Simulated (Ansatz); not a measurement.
**Reference phase of La, 1 atom**

Aim: the perfect cell at several levels of theory (PBEsol, HSE06 and r²SCAN), as the reference that defects and stacks are counted from.

Program: Ansatz 0.2.0, PAW, plane waves. These are calculated values, not measurements.

1 further run of the same task is left out (set aside as unsound or not needed).

**1. The system as built**

1 atoms (1 La); a = 3.677 Å, b = 3.677 Å, c = 3.677 Å, α = 60.00°, β = 60.00°, γ = 60.00°.

Steps to follow: (2) PBEsol cell relaxation at a 9×9×9 mesh, on 2 threads; (3) PBEsol single point at a 9×9×9 mesh, on 2 threads; (4) HSE06 single point at a 9×9×9 mesh, on 2 threads; (5) r²SCAN single point at a 9×9×9 mesh, on 2 threads.

**2. Relaxing cell and atoms with PBEsol**

in.yaml

```yaml
crystal:
  lattice:
    - [0.000000, 2.600000, 2.600000]
    - [2.600000, 0.000000, 2.600000]
    - [2.600000, 2.600000, 0.000000]
  atoms:
    - { symbol: La, position: [0.000000, 0.000000, 0.000000] }
kpoints:
  mp_grid: { grid: [9, 9, 9] }
hamiltonian:
  xc: pbesol
scf:
  occupations: { method: fermi_dirac, width: 0.1 }
relax:
  f_tol: 0.01
  max_steps: 80
  escape_saddle: false
  adjacent_minimum: "off"
  cell: { fix: [] }
output:
  forces: true
  eigenvalues: true
  populations: true
```

The runs that follow: PBEsol on the final geometry; HSE06 single point; Single point with r²SCAN.

What does the calculation give? Wanted: for each run, energy; pressure.

The runs gave:

| level | time | energy (eV/atom) | pressure (GPa) |
| --- | --- | --- | --- |
| PBEsol, relaxation | 5.2 s (2 CPU threads) | -6161.2743 | 0.03 |
| PBEsol | 1.5 s (2 CPU threads) | -6161.2743 | 0.03 |
| HSE06 | 67 s (2 CPU threads) | -6254.4154 | - |
| r²SCAN | 3.1 s (2 CPU threads) | -6264.6397 | - |

```
     quantity                                                                      value
   relaxation                                           4 recorded steps, 0.01 eV gained
largest shift                                                                     0.00 Å
 relaxed cell  a = 3.617 Å, b = 3.617 Å, c = 3.617 Å, α = 60.00°, β = 60.00°, γ = 60.00°
```

**What this shows.** No level run gives a gap: levels at the Fermi energy are partly filled. Relaxation gains 0.01 eV and leaves the fractional positions as they were, while the volume changes by -4.8 %.
